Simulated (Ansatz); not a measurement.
# GaSb (F-43m) in Ansatz: notebook

The runs below take GaSb through single point, with PBEsol.

Program: Ansatz 0.2.0. These are calculated values, not measurements. Logs are shortened: lines on timing, memory, paths and dates and some standing lists are left out, and cuts for length are marked.

## (1) The crystal as given

Symmetry: F-43m, No. 216, cubic system. Conventional cell: a = 6.118 Å, b = 6.118 Å, c = 6.118 Å, α = 90.00°, β = 90.00°, γ = 90.00°. Sb (site symmetry -43m) has 4 Ga at 2.65 Å as nearest neighbours. Ga (site symmetry -43m) has 4 Sb at 2.65 Å as nearest neighbours.

## (2) Single point, PBEsol, 26.91 Å³/atom (volume scaled by 0.94)

The input, input.yaml:

```yaml
crystal:
  lattice:
    - [0.0, 2.9965539066, 2.9965539066]
    - [2.9965539066, 0.0, 2.9965539066]
    - [2.9965539066, 2.9965539066, 0.0]
  atoms:
    - { symbol: Sb, position: [0.75, 0.75, 0.75] }
    - { symbol: Ga, position: [0.0, 0.0, 0.0] }
kpoints:
  mp_grid: { grid: [8, 8, 8] }
scf:
  occupations: { method: fermi_dirac, width: 0.05 }
hamiltonian:
  xc: pbesol
  pseudopotentials: { kind: all_electron, lapw: { basis_error: 0.0005 } }
output:
  forces: true
  stress: true
  eigenvalues: true
```

Potentials or basis: all-electron LAPW, scalar-relativistic.

Started as:

```bash
$ ansatz run input.yaml --threads 1 --pin off --max-ram 3072MiB --backend cpu --events-out ev --progress --plain --runs-dir out
```

Log:

```text
Warning: RAYON_NUM_THREADS=1 ignored (pool sized by the plan → 1); use --threads N
LAPW: plane waves up to 9.103 Å⁻¹, error target 5.0e-4 eV per atom; small_component_spin mean_spin; Ga in spheres of 1.274 Å, 21 of its electrons in bands, Dirac shells []; Sb in spheres of 1.322 Å, 23 of its electrons in bands, Dirac shells [] (how accurate: hamiltonian.pseudopotentials.lapw.basis_error, Limitations)
Engine: ansatz 0.2.0, aarch64-unknown-linux-gnu
Pseudopotentials: kind: all_electron
Pseudopotential: Sb, LAPW, valence charge 23, lapw/all_electron/scalar/gaussian/Sb, Koelling and Harmon's equation, gaussian nucleus
Pseudopotential: Ga, LAPW, valence charge 21, lapw/all_electron/scalar/gaussian/Ga, Koelling and Harmon's equation, gaussian nucleus
Functional definition: PBEsol
  exchange = pbesol_x
  correlation = pbesol_c
Crystal: 2 atoms, lattice volume = 53.814 Å³
Basis set: ecut = 315.72744461240677 eV, 701 PW (Γ), exchange–correlation at level 2
Bands: 27, of which v1, the nominal top of the filled ones, is band 22 counted from 1 (21 counted from 0)
Symmetry: 24 space group operations
Space group: F-43m (ITA 216), of the structure as read, at distance tolerance 3.8e-5 Å
k-points: 29 of 512 (time reversal used)
Non-local potential: Sb, projectors of the file, none
Non-local potential: Ga, projectors of the file, none
Initial density: superposition of atomic densities (chi_scale 0.1, normalization cell, long waves kept (reshape's long-wave potential 0.00 eV rms))
Initial wavefunctions: plane waves of lowest kinetic energy (no species holds an atomic orbital)
Functional: x = pbesol(κ = 0.804, μ = 0.12345679012345678), c = pbesol(β = 0.046)
iter 1 solved again at ethr=6.84e-4 eV; its pass at ethr=1.00e-1 eV (dr2=3.01e-1 eV) is discarded
SCF iter   1: F=—  HF=-229152.168500 eV  |F-HF|=—  |Δ(HF+E_count)|=         —  Δρ=2.26e-2  dr2=3.03e-1  ethr=6.84e-4  ⟨swp⟩=2.6  Hψ=5049  notcnv=0
preconditioner: auto → none  [insulator: Δε(μ)=0.517 eV  Ē_g=15.345 eV  σ=0.050 eV  W_gap=0.99  n_scr=14 (ndim 8)  ℏωp=21.5 eV  f_vac=0.100  D(μ)=0.00/eV (n_scr^D=0)  ε∞_Penn≈3.0]
SCF iter   2: F=—  HF=-229152.084673 eV  |F-HF|=—  |Δ(HF+E_count)|=   8.38e-2  Δρ=1.00e-2  dr2=5.81e-2  ethr=6.84e-4  ⟨swp⟩=2.0  Hψ=2320  notcnv=0
iter 3 solved again at ethr=1.06e-5 eV; its pass at ethr=1.32e-4 eV (dr2=4.66e-3 eV) is discarded
SCF iter   3: F=—  HF=-229152.077809 eV  |F-HF|=—  |Δ(HF+E_count)|=   6.86e-3  Δρ=2.84e-3  dr2=4.67e-3  ethr=1.06e-5  ⟨swp⟩=2.0  Hψ=3916  notcnv=0
SCF iter   4: F=—  HF=-229152.067242 eV  |F-HF|=—  |Δ(HF+E_count)|=   1.06e-2  Δρ=4.53e-4  dr2=6.80e-5  ethr=1.06e-5  ⟨swp⟩=2.0  Hψ=2185  notcnv=0
SCF iter   5: F=—  HF=-229152.067310 eV  |F-HF|=—  |Δ(HF+E_count)|=         —  Δρ=6.24e-5  dr2=1.64e-6  ethr=1.54e-7  ⟨swp⟩=3.0  Hψ=2267  notcnv=0
the basis was enlarged: its passes take 294.1 KiB over the memory plan, 1 of 1 planned eigensolver slots
SCF iter   6: F=—  HF=-229152.067311 eV  |F-HF|=—  |Δ(HF+E_count)|=   8.48e-7  Δρ=1.49e-5  dr2=1.43e-7  ethr=3.73e-9  ⟨swp⟩=3.0  Hψ=2296  notcnv=0
SCF iter   7: F=-229152.067311 eV  HF=-229152.067311 eV  |F-HF|=1.32e-8  |Δ(HF+E_count)|=   6.75e-8  Δρ=4.12e-6  dr2=1.59e-8  ethr=3.25e-10  ⟨swp⟩=3.0  Hψ=2263  notcnv=0
SCF 1 converged in 7 iterations: F = -229152.067311 eV  dr2 = 1.59e-8
SCF converged after 7 iterations
Free energy (F): -229152.067311 eV
Harris-Foulkes:  -229152.067311 eV  (|F-HF|=1.32e-8)
Internal energy: -229152.067223 eV  (E = F + TS)
E sigma→0 (E₀):  -229152.067267 eV
Entropy (-TS):   -0.000088 eV (-0.044 meV/atom)
Fermi energy:    10.821774 eV
--- Per-component energies (eV) ---
  E_band       = -1736.872399
  E_kinetic    = 239673.677138
  E_xc         = -6586.294824
  E_electrostatic = -462239.449538  (all electrons and nuclei)
  E_smearing   = -0.000088  (= −TS)
  E_closure    = 0.000000  (closes the sum)
  E_atoms      = -229143.970572  (free atoms, spherical and without spin; not in F)
  Σ components = -229152.067311   (vs F -229152.067311, Δ=0.00e0)
  Basis errors (estimates in eV, not in F): energy 2.2e-4 per atom: plane waves 2.0e-4 (1.2e-4 summed), levels above the bands 5.7e-60, relativity 5.7e-9, radial functions 2.2e-5, core shells 8.8e-8; eigenvalues (radial functions only) 4.8e-7; not estimated: angular momenta, meshes, grids; target (lapw.basis_error) 5.0e-4; muffin-tin radii Ga 1.274 Å, Sb 1.322 Å
--- Forces (eV/Å), atoms counted from 1 ---
  atom   1  Sb    -0.00000000     0.00000000     0.00000000
  atom   2  Ga    -0.00000000    -0.00000000    -0.00000000
  max |Σ_I F_I| component: 1.69e-17 eV/Å
--- Stress (GPa, compression-positive) ---
        3.452876       0.000000      -0.000000
        0.000000       3.452876       0.000000
       -0.000000       0.000000       3.452876
  P = ⅓ Tr σ = 3.4529 GPa (34.529 kbar)
--- Band table (eV; the first three rows and the last of 29) ---
  k-point 0: bands = ["-133.2308", "-133.0094", "-86.2588", "-86.2588", "-86.2588", "-83.9099", "-83.9099", "-83.9099", "-18.2056", "-18.2056", "-18.2056", "-18.1795", "-18.1795", "-4.5154", "-4.5154", "-4.5154", "-4.4553", "-4.4553", "-1.3487", "10.6031", "10.6031", "10.6031", "11.0345", "13.3541", "13.3541", "13.3541", "16.2978"]
  k-point 1: bands = ["-133.2308", "-133.0094", "-86.2588", "-86.2588", "-86.2588", "-83.9099", "-83.9099", "-83.9099", "-18.2054", "-18.2050", "-18.2050", "-18.1794", "-18.1794", "-4.5212", "-4.5130", "-4.5130", "-4.4557", "-4.4557", "-1.1756", "8.6109", "10.3209", "10.3209", "11.8328", "13.7323", "13.7323", "14.1195", "17.1985"]
  k-point 2: bands = ["-133.2308", "-133.0094", "-86.2588", "-86.2588", "-86.2588", "-83.9099", "-83.9099", "-83.9099", "-18.2052", "-18.2037", "-18.2037", "-18.1790", "-18.1790", "-4.5348", "-4.5076", "-4.5076", "-4.4562", "-4.4562", "-0.6806", "6.4421", "9.8322", "9.8322", "11.5181", "14.2705", "14.2705", "16.0225", "17.6900"]
  k-point 28: bands = ["-133.2308", "-133.0094", "-86.2588", "-86.2588", "-86.2588", "-83.9099", "-83.9099", "-83.9099", "-18.2048", "-18.2027", "-18.1977", "-18.1802", "-18.1768", "-4.5670", "-4.4918", "-4.4868", "-4.4628", "-4.4569", "1.4143", "3.6558", "6.9365", "7.1658", "14.4937", "14.8785", "15.1261", "15.3013", "20.9211"]
```

Wall time 23 s (1 thread of Arm Neoverse V2, shared host); peak memory 0.33 GiB.

What came out:

| Item | Value |
| --- | --- |
| Free energy | -229152.0673 eV |
| Pressure | 3.5 GPa |
| Band gap on the k mesh | 0.43 eV, direct |

Caveat: spin-orbit coupling is left out, which moves the levels of the heavy elements.

## (3) Single point, PBEsol, 27.48 Å³/atom (volume scaled by 0.96)

Edit input.yaml of step 2 so:

```diff
@@ -2,5 +2,5 @@
   lattice:
-    - [0.0, 2.9965539066, 2.9965539066]
-    - [2.9965539066, 0.0, 2.9965539066]
-    - [2.9965539066, 2.9965539066, 0.0]
+    - [0.0, 3.0176570942, 3.0176570942]
+    - [3.0176570942, 0.0, 3.0176570942]
+    - [3.0176570942, 3.0176570942, 0.0]
   atoms:
```

Potentials or basis: all-electron LAPW, scalar-relativistic.

Started as:

```bash
$ ansatz run input.yaml --threads 1 --pin off --max-ram 3072MiB --backend cpu --events-out ev --progress --plain --runs-dir out
```

Run time: 23 s. Hardware: 1 thread of Arm Neoverse V2, shared host; peak memory 0.33 GiB.

The run converged. Its results:

- Free energy: -229152.0870 eV
- Pressure: 2.1 GPa
- Band gap on the k mesh: 0.28 eV, direct

Caveat: spin-orbit coupling is left out, which moves the levels of the heavy elements.

## (4) Single point, PBEsol, 28.05 Å³/atom (volume scaled by 0.98)

Edit input.yaml of step 3 so:

```diff
@@ -2,5 +2,5 @@
   lattice:
-    - [0.0, 3.0176570942, 3.0176570942]
-    - [3.0176570942, 0.0, 3.0176570942]
-    - [3.0176570942, 3.0176570942, 0.0]
+    - [0.0, 3.0384691801, 3.0384691801]
+    - [3.0384691801, 0.0, 3.0384691801]
+    - [3.0384691801, 3.0384691801, 0.0]
   atoms:
```

Started as:

```bash
$ ansatz run input.yaml --threads 1 --pin off --max-ram 3072MiB --backend cpu --events-out ev --progress --plain --runs-dir out
```

Wall time 21 s (1 thread of Arm Neoverse V2, shared host); peak memory 0.33 GiB.

It converged, with:

```
Free energy            : -229152.0976 eV
Pressure               : 0.9 GPa
Band gap on the k mesh : 0.13 eV, direct
```

Caveat: spin-orbit coupling is left out, which moves the levels of the heavy elements.

## (5) Single point, PBEsol, 28.62 Å³/atom

Edit input.yaml of step 4 so:

```diff
@@ -2,5 +2,5 @@
   lattice:
-    - [0.0, 3.0384691801, 3.0384691801]
-    - [3.0384691801, 0.0, 3.0384691801]
-    - [3.0384691801, 3.0384691801, 0.0]
+    - [0.0, 3.059, 3.059]
+    - [3.059, 0.0, 3.059]
+    - [3.059, 3.059, 0.0]
   atoms:
```

Started as:

```bash
$ ansatz run input.yaml --threads 1 --pin off --max-ram 3072MiB --backend cpu --events-out ev --progress --plain --runs-dir out
```

Run time: 19 s. Hardware: 1 thread of Arm Neoverse V2, shared host; peak memory 0.32 GiB.

It converged, with:

```yaml
Free_energy: -229152.1002 eV
Pressure: -0.1 GPa
Band_gap_on_the_k_mesh: none (metal or under the smearing width)
```

## (6) Single point, PBEsol, 29.20 Å³/atom (volume scaled by 1.02)

Edit input.yaml of step 5 so:

```diff
@@ -2,5 +2,5 @@
   lattice:
-    - [0.0, 3.059, 3.059]
-    - [3.059, 0.0, 3.059]
-    - [3.059, 3.059, 0.0]
+    - [0.0, 3.0792588685, 3.0792588685]
+    - [3.0792588685, 0.0, 3.0792588685]
+    - [3.0792588685, 3.0792588685, 0.0]
   atoms:
```

Potentials or basis: all-electron LAPW, scalar-relativistic.

Started as:

```bash
$ ansatz run input.yaml --threads 1 --pin off --max-ram 3072MiB --backend cpu --events-out ev --progress --plain --runs-dir out
```

It took 19 s on 1 thread of Arm Neoverse V2, shared host; peak memory 0.32 GiB.

Results (log left out):

- Free energy: -229152.0957 eV
- Pressure: -1.1 GPa
- Band gap on the k mesh: none (metal or under the smearing width)

## (7) Single point, PBEsol, 29.77 Å³/atom (volume scaled by 1.04)

Edit input.yaml of step 6 so:

```diff
@@ -2,5 +2,5 @@
   lattice:
-    - [0.0, 3.0792588685, 3.0792588685]
-    - [3.0792588685, 0.0, 3.0792588685]
-    - [3.0792588685, 3.0792588685, 0.0]
+    - [0.0, 3.0992546163, 3.0992546163]
+    - [3.0992546163, 0.0, 3.0992546163]
+    - [3.0992546163, 3.0992546163, 0.0]
   atoms:
```

Started as:

```bash
$ ansatz run input.yaml --threads 1 --pin off --max-ram 3072MiB --backend cpu --events-out ev --progress --plain --runs-dir out
```

Run time: 19 s. Hardware: 1 thread of Arm Neoverse V2, shared host; peak memory 0.32 GiB.

It converged, with:

- Free energy: -229152.0847 eV
- Pressure: -2.0 GPa
- Band gap on the k mesh: none (metal or under the smearing width)

## (8) Single point, PBEsol, 30.34 Å³/atom (volume scaled by 1.06)

Edit input.yaml of step 7 so:

```diff
@@ -2,5 +2,5 @@
   lattice:
-    - [0.0, 3.0992546163, 3.0992546163]
-    - [3.0992546163, 0.0, 3.0992546163]
-    - [3.0992546163, 3.0992546163, 0.0]
+    - [0.0, 3.1189956238, 3.1189956238]
+    - [3.1189956238, 0.0, 3.1189956238]
+    - [3.1189956238, 3.1189956238, 0.0]
   atoms:
```

Started as:

```bash
$ ansatz run input.yaml --threads 1 --pin off --max-ram 3072MiB --backend cpu --events-out ev --progress --plain --runs-dir out
```

Wall time 19 s (1 thread of Arm Neoverse V2, shared host); peak memory 0.32 GiB.

It converged, with:

```
Free energy            : -229152.0679 eV
Pressure               : -2.7 GPa
Band gap on the k mesh : none (metal or under the smearing width)
```

## (9) The reference run

An earlier run on the cell as given: functional PBEsol; potentials or basis all-electron LAPW, scalar-relativistic; cutoff 278 eV (chosen from the basis error); basis error allowed 0.001 eV/atom; k mesh 8 × 8 × 8; occupations fermi-dirac, width 0.05 eV; no spin polarisation.

- Pressure: -0.1 GPa
- Band gap on the k mesh: none (metal or under the smearing width)
- Loewdin charges: Sb +0.28; Ga -0.24 e
